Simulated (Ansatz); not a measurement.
## GaAs under changes of volume

One of the cells (22.590 Å³/atom); the others are scaled copies at fixed shape and fractional positions:

```xyz
2
Lattice="0.0000 2.8268 2.8268 2.8268 0.0000 2.8268 2.8268 2.8268 0.0000" Properties=species:S:1:pos:R:3 pbc="T T T"
As    4.2403    4.2403    4.2403
Ga    0.0000    0.0000    0.0000
```

| Item | Value |
| --- | --- |
| Program | Ansatz 0.2.0 |
| Functional | revPBE |
| Dispersion | D3(BJ) |
| Potentials or basis | all-electron LAPW, scalar-relativistic |
| Cutoff | 291 eV (chosen from the basis error) |
| Basis error allowed | 0.002 eV/atom |
| k mesh | 8 × 8 × 8 |
| Occupations | methfessel-paxton, width 0.025 eV |
| Spin | collinear spin, ferromagnetic start |
| Starting moments | [1.0, 0.0] μB |
| Fixed moment | 1 μB |

```csv
volume (Å³/atom),energy over the lowest point (meV/atom),pressure (GPa)
21.234,87.90,9.3
21.686,?,?
22.138,43.79,6.6
22.590,27.06,5.2
23.041,14.50,3.8
23.493,5.70,2.6
23.945,0.00,1.5
```

Q: What does the run at 21.686 Å³/atom give?

A: Energy over the lowest point 64.00 meV/atom; pressure 7.9 GPa.

Worked out: A Birch-Murnaghan fit of order 3 (a polynomial in V^(-2/3)) to the other rows has its minimum at 24.44 Å³/atom, just outside them, with B0 = V·E''(V) = 64 GPa (rough, since the energies scatter). It gives 63.88 meV/atom at 21.686 Å³/atom, against the run's 64.00, and -dE/dV = 7.8 GPa, against 7.9.

Energies are extrapolated to zero smearing.

Caveats: the total moment is fixed, so each spin has its own Fermi level.
